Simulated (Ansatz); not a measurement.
Guessed and relaxed cells of HfC

The guess for HfC was made by a generator: random cell by space group and Wyckoff sites (P3m1, No. 156). Lengths were set from tabulated atomic sizes, so they are only a guess.

start.xyz

```xyz
2
Lattice="2.6121 0.0000 0.0000 -1.3060 2.2621 0.0000 0.0000 0.0000 6.3649" Properties=species:S:1:pos:R:3 pbc="T T T"
Hf    1.3060    0.7540    2.2745
C     0.0000    1.5081    0.3519
```

Theory: DFT PBE, scalar-relativistic, plane waves, PAW (Ansatz 0.2.0). Cutoff 420 eV, Gaussian smearing, Γ-centred meshes. Cell and atoms relax first on a coarse mesh and then on a finer one. In between, the cell is made exact in the group found at 0.06 Å. In metals the finer mesh still leaves noise of several meV/atom or more. The steps can't lower the symmetry of their start. No spin polarisation.

end.xyz

```xyz
2
Lattice="3.2375 0.0000 0.0000 -1.6188 2.8038 0.0000 0.0000 0.0000 2.9157" Properties=species:S:1:pos:R:3 pbc="T T T"
Hf    1.6188    0.9346    1.2974
C     0.0000    1.8692    2.8213
```

The symmetry stays P3m1 (No. 156). The volume per atom shrinks by 29.6 %, from 18.8 to 13.2 Å³. The shortest distance goes from 2.44 Å (Hf–C) to 2.33 Å (Hf–C). The ratio c/a of the conventional cell changes by a factor of 0.37. The energy falls by about 3.2 eV/atom (the start's value is from the coarse mesh).

For HfC, the volume per atom is 13.23 Å³. The density is 11.95 g/cm³ and the formation energy is −0.15 eV/atom. The gap on the 18×18×18 mesh of the 2-atom cell is 0.02 eV.

The zero of energy is the elements' standard structures at the same level; no fitted shifts are applied.

The last run used Gaussian smearing of 0.10 eV. Spin–orbit coupling, which can matter for Hf, is left out. The reference form of C is held partly by dispersion forces, which this level lacks. A gap this small is below the smearing, so the run can't tell it from none. Symmetry constrained the relaxation, so the result can be a saddle point. In all, the 5 runs took 3.9 min on 1 thread of Intel(R) Xeon(R) Platinum 8488C (Sapphire Rapids) (shared host). Another cell of HfC relaxed alike, in Fm-3m (a cell as deposited in COD), lies 0.76 eV/atom lower, so this cell isn't the stable form at this level.
